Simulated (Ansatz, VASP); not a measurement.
**Two plane-wave programs on ZrO2 (nc)**

File INCAR:

```
SYSTEM = ZrO2
ALGO     = Normal         ! electronic algorithm
EDIFF    = 1E-6           ! SCF threshold, eV
EDIFFG   = -0.002         ! ionic threshold
ENCUT    = 600            ! plane-wave cutoff, eV
GGA      = PE             ! functional
IBRION   = 2              ! ionic algorithm
ISIF     = 3              ! what is computed and relaxed
ISMEAR   = 0              ! smearing method
LASPH    = .True.         ! aspherical terms in the spheres
LCHARG   = .False.        ! write CHGCAR
LREAL    = .False.        ! projectors in reciprocal space
LWAVE    = .False.        ! write WAVECAR
NELM     = 100            ! most SCF steps
NSW      = 100            ! ionic steps
PREC     = Accurate       ! precision mode
SIGMA    = 0.02           ! smearing width, eV
```

KPOINTS

```
k-points
0
Gamma
  6 6 6
  0 0 0
```

The input POSCAR:

```
ZrO2
1.0
    3.5961000000      0.0000000000      0.0000000000
    0.0000000000      3.5961000000      0.0000000000
    0.0000000000      0.0000000000      5.1770000000
Zr O
2 4
Direct
    0.0000000000      0.0000000000      0.0000000000
    0.5000000000      0.5000000000      0.5000000000
    0.0000000000      0.5000000000      0.2030000000
    0.0000000000      0.5000000000      0.7030000000
    0.5000000000      0.0000000000      0.2970000000
    0.5000000000      0.0000000000      0.7970000000
```

Input for Ansatz:

```yaml
crystal:
  lattice:
    - [3.5961, 0.0, 0.0]
    - [0.0, 3.5961, 0.0]
    - [0.0, 0.0, 5.177]
  atoms:
    - { symbol: Zr, position: [0.0, 0.0, 0.0] }
    - { symbol: Zr, position: [0.5, 0.5, 0.5] }
    - { symbol: O, position: [0.0, 0.5, 0.203] }
    - { symbol: O, position: [0.0, 0.5, 0.703] }
    - { symbol: O, position: [0.5, 0.0, 0.297] }
    - { symbol: O, position: [0.5, 0.0, 0.797] }
basis: {}
kpoints:
  mp_grid: { grid: [6, 6, 6] }
hamiltonian:
  xc: pbe
  pseudopotentials: { kind: nc }
scf:
  occupations: { method: gaussian, width: 0.02 }
output:
  forces: true
  stress: true
  eigenvalues: true
relax:
  adjacent_minimum: "off"
  f_tol: 0.002
  max_steps: 80
  cell: { stress_tol: 0.02 }
```

Alike in both runs: task relaxation of cell and atoms; functional PBE; k mesh 6 × 6 × 6; occupations gaussian, width 0.02 eV; no spin polarisation.

|  | VASP | Ansatz |
| --- | --- | --- |
| version | VASP 6.6.1 | Ansatz 0.2.0 |
| potentials or method | VASP PAW PBE potentials, release 64 (Zr_sv, O) | scalar-relativistic, plane waves, norm-conserving pseudopotentials |
| plane-wave cutoff (eV) | 600 | 1240 |
| valence electrons in the cell | 48 | 48 |

```csv
,VASP,Ansatz,Ansatz less VASP
"gap on the k mesh at the Fermi level, each at its own relaxed structure (eV)",4.04,4.05,+0.013
relaxed volume (Å³/atom),11.53,11.54,+0.002
relaxed cell length with the largest relative difference (Å),5.277,5.280,+0.0031
energy change over the relaxation (meV/atom),-7,-7,-0.1
```

A k mesh can miss the band edges. PBE usually gives volumes a little too large and moduli too small. As with any semilocal functional, this PBE gap is likely too small.
